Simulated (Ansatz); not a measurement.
C, 2 atoms in the cell. The structure is cubic, space group Fd-3m (No. 227). Conventional cell: a = 3.567 Å, b = 3.567 Å, c = 3.567 Å, α = 90.00°, β = 90.00°, γ = 90.00°. Around C (site symmetry -43m) lie 4 C at 1.54 Å. This isn't the form of C at room conditions, which is graphite.

| Quantity | Value |
| --- | --- |
| Program | Ansatz 0.2.0 |
| Task | density of states |
| Functional | BLYP |
| Dispersion | D3(BJ) |
| Potentials or basis | SSSP precision PAW |
| Cutoff | 612 eV |
| Density cutoff | 6123 eV |
| k mesh | 13 × 13 × 13 |
| Occupations | cold, width 0.15 eV |
| Spin | collinear spin, antiferromagnetic start |
| Starting moments | [0.5, -0.5] μB |

Potentials or basis: SSSP precision PAW.

Run with:

```bash
$ ansatz run input.yaml --threads 1 --pin off --max-ram 2560MiB --backend cpu --events-out ev --progress --plain --runs-dir out
```

Hardware: 1 thread of Arm Neoverse V2 (shared host).

Question: Estimate the wall time of this run.

Answer: Run time: 8.7 s on 1 thread of Arm Neoverse V2 (shared host), peak memory 0.32 GiB. Counts: scf iterations 13, plane waves 387, k points 84, bands 10.
